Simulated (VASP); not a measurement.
Write the native input for VASP 6.6.1 that does the following.

```
Task                   : band structure
Functional             : LDA
Potentials or basis    : VASP PAW LDA potentials, release 64 (Ti_sv, Se)
Cutoff                 : 520 eV
k mesh                 : 12 × 12 × 6
Occupations            : methfessel-paxton, width 0.1 eV
Spin                   : no spin polarisation
Further INCAR settings : ALGO = Fast; EDIFF = 1e-07; NBANDS = 19
```

The structure of TiSe2 lies in POSCAR:

```
TiSe2                                   
1.0
    3.4835335920      0.0000000000     -0.0000000000
   -1.7417667960      3.0168285857     -0.0000000000
    0.0000000000      0.0000000000      5.8570485852
  Ti              Se            
     1     2
Direct
     0.0000000000000000    1.0000000000000000    1.0000000000000000
     0.3333333332999970    0.6666666667000030    0.2651999702126585
     0.6666666667000030    0.3333333332999970    0.7348000297873416
```

These files were run (other wordings do the same):

INCAR

```
  ALGO = Fast
  EDIFF = 1E-7
  ENCUT = 520
  ISIF = 2
  ISMEAR = 1
  LASPH = T
  LCHARG = F
  LMAXMIX = 4
  LREAL = F
  LWAVE = F
  NBANDS = 19
  NELM = 80
  PREC = Accurate
  SIGMA = 0.1
```

KPOINTS

```
k-points
0
Gamma
  12 12 6
```

KPOINTS_OPT

```
explicit points
213
Reciprocal
 0.0000000000  0.0000000000  0.0000000000 1
 0.0357142857  0.0000000000  0.0000000000 1
 0.0714285714  0.0000000000  0.0000000000 1
 0.1071428571  0.0000000000  0.0000000000 1
 0.1428571429  0.0000000000  0.0000000000 1
 0.1785714286  0.0000000000  0.0000000000 1
[... 205 lines left out ...]
 0.5000000000  0.0000000000  0.0334448200 1
 0.5000000000  0.0000000000 -0.0334448200 1
```

Potentials or basis: VASP PAW LDA potentials, release 64 (Ti_sv, Se).

Command:

```console
$ cat potpaw_LDA.64/Ti_sv/POTCAR potpaw_LDA.64/Se/POTCAR > POTCAR
$ mpirun -np 1 vasp_std > vasp.out
```

Results of the run:

| Quantity | Value |
| --- | --- |
| Pressure | -3.0 GPa |
| Largest force | 0.310 eV/Å |
| Band gap along the path | none (metal or under the smearing width) |

Wall time 4.5 min on 1 thread of Intel(R) Xeon(R) Platinum 8488C (Sapphire Rapids), with other jobs on the host, peak memory 0.3 GiB.
